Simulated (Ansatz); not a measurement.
Molecular dynamics on a 2×2×2 supercell (24 atoms) of Li2O (Fm-3m), relaxed with r2SCAN. Forces come from PBE in the plane-wave code Ansatz: a Nosé-Hoover thermostat at fixed volume, 200 K, steps of 1 fs. Classical nuclei, no spin polarisation; a few dozen steps show the first response, not equilibrium.

```yaml
crystal:
  lattice:
    - [0.0, 4.5727380435, 4.5727380435]
    - [4.5727380435, 0.0, 4.5727380435]
    - [4.5727380435, 4.5727380435, 0.0]
  atoms:
    - { symbol: Li, position: [0.125, 0.125, 0.125] }
    - { symbol: Li, position: [0.375, 0.375, 0.375] }
    - { symbol: O, position: [0.0, 0.0, 0.0] }
    - { symbol: Li, position: [0.125, 0.125, 0.625] }
    - { symbol: Li, position: [0.375, 0.375, 0.875] }
    - { symbol: O, position: [0.0, 0.0, 0.5] }
    - { symbol: Li, position: [0.125, 0.625, 0.125] }
    - { symbol: Li, position: [0.375, 0.875, 0.375] }
    - { symbol: O, position: [0.0, 0.5, 0.0] }
    - { symbol: Li, position: [0.125, 0.625, 0.625] }
    - { symbol: Li, position: [0.375, 0.875, 0.875] }
    - { symbol: O, position: [0.0, 0.5, 0.5] }
    - { symbol: Li, position: [0.625, 0.125, 0.125] }
    - { symbol: Li, position: [0.875, 0.375, 0.375] }
    - { symbol: O, position: [0.5, 0.0, 0.0] }
    - { symbol: Li, position: [0.625, 0.125, 0.625] }
    - { symbol: Li, position: [0.875, 0.375, 0.875] }
    - { symbol: O, position: [0.5, 0.0, 0.5] }
    - { symbol: Li, position: [0.625, 0.625, 0.125] }
    - { symbol: Li, position: [0.875, 0.875, 0.375] }
    - { symbol: O, position: [0.5, 0.5, 0.0] }
    - { symbol: Li, position: [0.625, 0.625, 0.625] }
    - { symbol: Li, position: [0.875, 0.875, 0.875] }
    - { symbol: O, position: [0.5, 0.5, 0.5] }
kpoints:
  mp_grid: { grid: [4, 4, 4] }
hamiltonian:
  xc: pbe
scf:
  occupations: { method: fermi_dirac, width: 0.02 }
md:
  ensemble: nvt_nose_hoover
  temperature: 200
  timestep: 1.0
  n_steps: 30
  initial_velocities: maxwell_boltzmann
  seed: 4728
```

Run as `ansatz run input.yaml --threads 4 --pin off --max-ram 3686MiB --backend cpu --events-out ev --progress --plain --runs-dir out`. Wall time 3.6 min on 4 threads of Arm Neoverse V1, with other jobs on the host; peak host memory 1 GiB.

```
step  t (fs)  T (K)  free energy F from step 0 (meV/atom)  kinetic energy (meV/atom)  largest force (eV/Å)
   0       0    200                                   0.0                       24.8                  0.00
   1       1    198                                   0.2                       24.6                  0.10
   2       2    193                                   0.8                       24.0                  0.20
   3       3    185                                   1.8                       23.0                  0.30
   4       4    175                                   3.2                       21.6                  0.40
   5       5    162                                   4.8                       20.0                  0.50
   6       6    147                                   6.6                       18.2                  0.60
   7       7    131                                   8.6                       16.2                  0.69
   8       8    114                                  10.7                       14.1                  0.77
   9       9     98                                  12.7                       12.1                  0.84
  10      10     82                                  14.7                       10.2                  0.91
  11      11     68                                  16.4                        8.4                  0.96
  12      12     56                                  18.0                        6.9                  1.00
  13      13     46                                  19.2                        5.7                  1.02
  14      14     38                                  20.1                        4.8                  1.04
  15      15     34                                  20.7                        4.2                  1.03
  16      16     33                                  20.8                        4.0                  1.01
  17      17     34                                  20.7                        4.2                  0.98
  18      18     38                                  20.2                        4.7                  0.94
  19      19     44                                  19.4                        5.5                  0.89
  20      20     52                                  18.4                        6.4                  0.82
  21      21     61                                  17.3                        7.6                  0.75
  22      22     71                                  16.1                        8.8                  0.67
  23      23     82                                  14.8                       10.1                  0.65
  24      24     92                                  13.6                       11.4                  0.65
  25      25    101                                  12.5                       12.5                  0.64
  26      26    109                                  11.5                       13.5                  0.63
  27      27    115                                  10.8                       14.3                  0.63
  28      28    120                                  10.2                       14.9                  0.62
  29      29    123                                   9.9                       15.2                  0.61
  30      30    124                                   9.8                       15.4                  0.60
```

The temperature starts at 200 K, is lowest at step 16 (33 K, 16 fs) and ends at 124 K. The thermostat hasn't had time to restore it. The atoms start on their lattice sites with kinetic energy alone, so much of it first passes into potential energy. By the last step the atoms have moved 0.08 Å in the root mean square, the drift of the whole cell taken out, 0.16 Å at most.

Positions (Å) and forces (eV/Å) at step 30:
```
Li   1.164   1.146   1.221    -0.019   0.122  -0.155
Li   3.433   3.381   3.390     0.079   0.103   0.173
O    0.024  -0.031  -0.054    -0.264   0.207   0.353
Li   3.452   3.439   1.070    -0.036  -0.185   0.093
Li   5.611   5.751   3.517     0.100   0.106  -0.116
O    2.293   2.244  -0.009    -0.124   0.284   0.058
Li   3.284   1.108   3.374     0.414   0.106   0.239
Li   5.743   3.488   5.744    -0.041  -0.342  -0.164
O    2.266  -0.027   2.283    -0.133   0.097   0.036
Li   5.709   3.452   3.462     0.086  -0.074  -0.060
Li   8.010   5.709   5.665     0.207   0.130  -0.018
O    4.552   2.285   2.327     0.108  -0.064  -0.266
Li   1.192   3.506   3.415    -0.051  -0.325   0.005
Li   3.442   5.722   5.722     0.036   0.049  -0.159
O    0.025   2.335   2.299    -0.073  -0.357  -0.196
Li   3.354   5.683   3.385     0.158   0.126   0.199
Li   5.696   8.014   5.706     0.111  -0.140   0.054
O    2.379   4.553   2.218    -0.470   0.112   0.348
Li   3.441   3.462   5.725    -0.042  -0.188  -0.190
Li   5.607   5.754   8.097     0.175   0.141  -0.215
O    2.277   2.266   4.576     0.007   0.215  -0.016
Li   5.757   5.732   5.779    -0.118   0.052   0.002
Li   8.031   7.983   7.934    -0.068  -0.061   0.292
O    4.576   4.593   4.632    -0.042  -0.116  -0.297
```
